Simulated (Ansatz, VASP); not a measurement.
# Au: VASP beside Ansatz

```
Au
1.0
     0.00000    2.07472    2.07472
     2.07472    0.00000    2.07472
     2.07472    2.07472    0.00000
Au
1
Direct
  0.00000 0.00000 0.00000
```

Alike in both runs: functional PBE; k mesh 16 × 16 × 16; occupations fermi-dirac, width 0.08 eV; no spin polarisation.

Ansatz relaxed the structure, and its values are those at the end. VASP's run is a single point on that final structure, the one shown.

|  | VASP | Ansatz |
| --- | --- | --- |
| version | VASP 6.6.1 | Ansatz 0.2.0 |
| potentials or method | VASP PAW PBE potentials, release 64 (Au), cutoff 520 eV | all-electron LAPW, scalar-relativistic |

VASP gave:

```
pressure (GPa) : 0.6
```

Q: Estimate Ansatz's values.

A: Pressure (GPa): 0.8.

Ansatz ran all-electron here, so the differences hold the error of VASP's frozen core and of both bases.

Spin-orbit coupling is left out, which matters for the levels of Au.
